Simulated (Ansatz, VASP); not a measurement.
**BaS in VASP and in Ansatz**

```xyz
2
Lattice="3.7867 -0.0470 -0.0470 -0.0470 3.7867 -0.0470 -0.0470 -0.0470 3.7867" Properties=species:S:1:pos:R:3 pbc="T T T"
Ba    0.0000    0.0000    0.0000
S     1.8463    1.8463    1.8463
```

Change from the starting cell: shear_111 strain -3.7%.

Alike in both runs: task single point; functional r2SCAN; k mesh 6 × 6 × 6; no spin polarisation.

```csv
,VASP,Ansatz
version,VASP 6.6.1,Ansatz 0.2.0
potentials or method,"VASP PAW PBE potentials, release 64 (Ba_sv, S)","plane waves, PAW"
plane-wave cutoff (eV),520,500
occupations,"gaussian, width 0.01 eV",fixed
valence electrons in the cell,16,16
```

Ansatz gave:

* gap on the k mesh at the Fermi level (eV): 1.89
* pressure (GPa): 2.2
* largest component of the traceless stress (GPa): 0.54

Question: What did VASP give for the same quantities?

Answer: gap on the k mesh at the Fermi level (eV): 1.76; pressure (GPa): 3.3; largest component of the traceless stress (GPa): 0.62.

Caveats: the PAW data sets were made with another functional, which shifts forces and pressure a little (VASP); spin-orbit coupling is left out, which moves the levels of the heavy elements. A k mesh can miss the band edges.
